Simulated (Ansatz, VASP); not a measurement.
# Two plane-wave programs on CdSe

```
CELL_PARAMETERS angstrom
0.00000 3.07027 3.07027
3.07027 0.00000 3.07027
3.07027 3.07027 0.00000
ATOMIC_POSITIONS crystal
Cd 0.00000 0.00000 0.00000
Se 0.74186 0.75814 0.75814
```

The cell comes from a database or a generator and needn't be the stable form of this composition.

Alike in both runs: task single point; functional PBE; k mesh 8 × 8 × 8; occupations gaussian, width 0.05 eV; no spin polarisation.

|  | VASP | Ansatz |
| --- | --- | --- |
| version | VASP 6.6.1 | Ansatz 0.2.0 |
| potentials or method | VASP PAW PBE potentials, release 64 (Cd, Se) | scalar-relativistic, plane waves, PAW |
| plane-wave cutoff (eV) | 520 | 420 |
| valence electrons in the cell | 18 | 36 |

|  | VASP | Ansatz | Ansatz less VASP |
| --- | --- | --- | --- |
| gap on the k mesh at the Fermi level (eV) | 0.53 | 0.53 | +0.001 |
| pressure (GPa) | 1.6 | 1.3 | -0.28 |
| largest component of the traceless stress (GPa) | 0.84 | 0.81 | -0.035 |
| rms of the force components (eV/Å) | 0.133 | 0.129 | -0.0039 |

Atom by atom the forces differ by 0.004 eV/Å (rms over components). The two sets of potentials don't hold the same shells in valence.
